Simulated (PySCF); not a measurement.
# PbS (Galena) (Fm-3m) in PySCF: a series of runs

Aim: see how the results for PbS (Galena) move with the level of theory and the settings. Levels: r2SCAN+D3(BJ), r2SCAN+D4. Tasks: equation of state.

All numbers are computed with PySCF 2.14.0; they aren't measurements. Logs are shortened: lines on timing, memory, paths and dates and some standing lists are left out, and cuts for length are marked.

## (1) Starting point

Symmetry: Fm-3m, No. 225, cubic system. Conventional cell: a = 5.931 Å, b = 5.931 Å, c = 5.931 Å, α = 90.00°, β = 90.00°, γ = 90.00°. Pb (site symmetry m-3m) is surrounded by 6 S at 2.97 Å. S (site symmetry m-3m) has 6 Pb at 2.97 Å as nearest neighbours.

## (2) Equation of state, r2SCAN+D3(BJ)

File run.py:

```python
import json
import numpy as np
from pyscf.pbc import gto
from pyscf.dispersion import dftd3

symbols = ['Pb', 'S']
frac = np.array([[0.0, 0.0, 0.0], [0.5, 0.5, 0.5]])
cells = [
    [[0.0, 2.9052075, 2.9052075], [2.9052075, 0.0, 2.9052075], [2.9052075, 2.9052075, 0.0]],
    [[0.0, 2.92566738, 2.92566738], [2.92566738, 0.0, 2.92566738], [2.92566738, 2.92566738, 0.0]],
    [[0.0, 2.94584504, 2.94584504], [2.94584504, 0.0, 2.94584504], [2.94584504, 2.94584504, 0.0]],
    [[0.0, 2.96575, 2.96575], [2.96575, 0.0, 2.96575], [2.96575, 2.96575, 0.0]],
    [[0.0, 2.9853913, 2.9853913], [2.9853913, 0.0, 2.9853913], [2.9853913, 2.9853913, 0.0]],
    [[0.0, 3.0047775, 3.0047775], [3.0047775, 0.0, 3.0047775], [3.0047775, 3.0047775, 0.0]],
]
e_dft = [-376.020807, -376.057973, -376.085105, -376.103121, -376.112867, -376.115111]  # eV, free energies of the r2SCAN runs on these cells
e_disp = []
for a, e in zip(cells, e_dft):
    cell = gto.M(a=a, atom=list(zip(symbols, frac @ np.array(a))), basis={'Pb': 'DZVP-MOLOPT-SR-GTH-q4', 'S': 'DZVP-MOLOPT-SR-GTH-q6'}, pseudo={'Pb': 'GTH-PBE-q4', 'S': 'GTH-PBE-q6'}, verbose=0)
    d = dftd3.DFTD3Dispersion(cell, xc='r2scan', version='d3bj', atm=False).get_dispersion()['energy'] * 27.211386245988
    e_disp.append(float(d))
    print('V = %10.4f A^3   E(DFT) = %14.6f   E(disp) = %10.6f   sum = %14.6f eV' % (abs(np.linalg.det(a)), e, d, e + d))
json.dump(e_disp, open('results.json', 'w'))
```

Potentials or basis: DZVP-MOLOPT-SR/GTH-PBE (potentials made for PBE).

Started as:

```
> python -u run.py > log
```

Standard output:

```text
V =    49.0412 A^3   E(DFT) =    -376.020807   E(disp) =  -0.349357   sum =    -376.370164 eV
V =    50.0847 A^3   E(DFT) =    -376.057973   E(disp) =  -0.341847   sum =    -376.399820 eV
V =    51.1281 A^3   E(DFT) =    -376.085105   E(disp) =  -0.334644   sum =    -376.419749 eV
V =    52.1715 A^3   E(DFT) =    -376.103121   E(disp) =  -0.327732   sum =    -376.430853 eV
V =    53.2150 A^3   E(DFT) =    -376.112867   E(disp) =  -0.321101   sum =    -376.433968 eV
V =    54.2584 A^3   E(DFT) =    -376.115111   E(disp) =  -0.314743   sum =    -376.429854 eV
```

Run time: 32 min. Hardware: 4 threads of AMD EPYC 7R13 (Zen 3), shared host.

Results:

```yaml
Equilibrium_volume: 26.56 Å³/atom
Bulk_modulus: 57 GPa
Pressure_derivative_of_the_bulk_modulus: 4.0
```

Energy against volume, from the lowest point:
| volume (Å³/atom) | energy (meV/atom) |
| --- | --- |
| 24.521 | 31.90 |
| 25.042 | 17.07 |
| 25.564 | 7.11 |
| 26.086 | 1.56 |
| 26.607 | 0.00 |
| 27.129 | 2.06 |

Caveat: these D3(BJ) parameters were fitted with the three-body term, which the run leaves out; the potentials were made for another functional, which shifts forces and pressure; meta-GGAs need a finer uniform grid than this; the basis of atomic orbitals isn't converged, which shifts pressures, moduli and gaps.

## (3) Equation of state, r2SCAN+D4

Changes to run.py since step 2:

```diff
@@ -3,3 +3,3 @@
 from pyscf.pbc import gto
-from pyscf.dispersion import dftd3
+from pyscf.dispersion import dftd4
 
@@ -19,3 +19,3 @@
     cell = gto.M(a=a, atom=list(zip(symbols, frac @ np.array(a))), basis={'Pb': 'DZVP-MOLOPT-SR-GTH-q4', 'S': 'DZVP-MOLOPT-SR-GTH-q6'}, pseudo={'Pb': 'GTH-PBE-q4', 'S': 'GTH-PBE-q6'}, verbose=0)
-    d = dftd3.DFTD3Dispersion(cell, xc='r2scan', version='d3bj', atm=False).get_dispersion()['energy'] * 27.211386245988
+    d = dftd4.DFTD4Dispersion(cell, xc='r2scan', atm=True).get_dispersion()['energy'] * 27.211386245988
     e_disp.append(float(d))
```

Potentials or basis: DZVP-MOLOPT-SR/GTH-PBE (potentials made for PBE).

Started as:

```
> python -u run.py > log
```

Standard output:

```text
V =    49.0412 A^3   E(DFT) =    -376.020807   E(disp) =  -0.277647   sum =    -376.298454 eV
V =    50.0847 A^3   E(DFT) =    -376.057973   E(disp) =  -0.272526   sum =    -376.330499 eV
V =    51.1281 A^3   E(DFT) =    -376.085105   E(disp) =  -0.267579   sum =    -376.352684 eV
V =    52.1715 A^3   E(DFT) =    -376.103121   E(disp) =  -0.262827   sum =    -376.365948 eV
V =    53.2150 A^3   E(DFT) =    -376.112867   E(disp) =  -0.258287   sum =    -376.371154 eV
V =    54.2584 A^3   E(DFT) =    -376.115111   E(disp) =  -0.254236   sum =    -376.369347 eV
```

It took 32 min on 4 threads of AMD EPYC 7R13 (Zen 3), shared host.

What came out:

| Item | Value |
| --- | --- |
| Equilibrium volume | 26.72 Å³/atom |
| Bulk modulus | 55 GPa |
| Pressure derivative of the bulk modulus | 4.6 (rough: it moves with the points fitted) |

Energy against volume, from the lowest point:
```tsv
volume (Å³/atom)	energy (meV/atom)
24.521	36.35
25.042	20.33
25.564	9.23
26.086	2.60
26.607	0.00
27.129	0.90
```

Caveat: the potentials were made for another functional, which shifts forces and pressure; meta-GGAs need a finer uniform grid than this; the basis of atomic orbitals isn't converged, which shifts pressures, moduli and gaps. The run has no spin-orbit coupling, so splittings on Pb are missing.

## (4) Equation of state, r2SCAN+D3(BJ)

Changes to run.py since step 3:

```diff
@@ -3,3 +3,3 @@
 from pyscf.pbc import gto
-from pyscf.dispersion import dftd4
+from pyscf.dispersion import dftd3
 
@@ -19,3 +19,3 @@
     cell = gto.M(a=a, atom=list(zip(symbols, frac @ np.array(a))), basis={'Pb': 'DZVP-MOLOPT-SR-GTH-q4', 'S': 'DZVP-MOLOPT-SR-GTH-q6'}, pseudo={'Pb': 'GTH-PBE-q4', 'S': 'GTH-PBE-q6'}, verbose=0)
-    d = dftd4.DFTD4Dispersion(cell, xc='r2scan', atm=True).get_dispersion()['energy'] * 27.211386245988
+    d = dftd3.DFTD3Dispersion(cell, xc='r2scan', version='d3bj', atm=True).get_dispersion()['energy'] * 27.211386245988
     e_disp.append(float(d))
```

Potentials or basis: DZVP-MOLOPT-SR/GTH-PBE (potentials made for PBE).

Started as:

```
> python -u run.py > log
```

Standard output:

```text
V =    49.0412 A^3   E(DFT) =    -376.020807   E(disp) =  -0.309323   sum =    -376.330130 eV
V =    50.0847 A^3   E(DFT) =    -376.057973   E(disp) =  -0.303358   sum =    -376.361331 eV
V =    51.1281 A^3   E(DFT) =    -376.085105   E(disp) =  -0.297593   sum =    -376.382698 eV
V =    52.1715 A^3   E(DFT) =    -376.103121   E(disp) =  -0.292042   sum =    -376.395163 eV
V =    53.2150 A^3   E(DFT) =    -376.112867   E(disp) =  -0.286685   sum =    -376.399552 eV
V =    54.2584 A^3   E(DFT) =    -376.115111   E(disp) =  -0.281548   sum =    -376.396659 eV
```

Run time: 32 min. Hardware: 4 threads of AMD EPYC 7R13 (Zen 3), shared host.

What came out:

- Equilibrium volume: 26.65 Å³/atom
- Bulk modulus: 57 GPa
- Pressure derivative of the bulk modulus: 4.0

Energy against volume, from the lowest point:
```tsv
volume (Å³/atom)	energy (meV/atom)
24.521	34.71
25.042	19.11
25.564	8.43
26.086	2.19
26.607	0.00
27.129	1.45
```

Caveat: the potentials were made for another functional, which shifts forces and pressure; meta-GGAs need a finer uniform grid than this; the basis of atomic orbitals isn't converged, which shifts pressures, moduli and gaps. Zero-point motion and thermal expansion aren't in these numbers.

## (5) Summary

```csv
level,three-body dispersion term,V0 of scaled cells (Å³/atom),B0 (GPa)
r2SCAN+D3(BJ),no,26.56,57
r2SCAN+D4,yes,26.72,55
r2SCAN+D3(BJ),yes,26.65,57
```

Alike in all rows: task equation of state; potentials or basis DZVP-MOLOPT-SR/GTH-PBE (potentials made for PBE); no spin polarisation; cell as given; k mesh 6 × 6 × 6; smearing fermi-dirac 0.05 eV.

Caveats: the potentials were made for another functional, which shifts forces and pressure; meta-GGAs need a finer uniform grid than this; the basis of atomic orbitals isn't converged, which shifts pressures, moduli and gaps; these D3(BJ) parameters were fitted with the three-body term, which the run leaves out (some runs).

Total energies depend on the potentials used, so only differences within one code and one set of settings carry meaning.
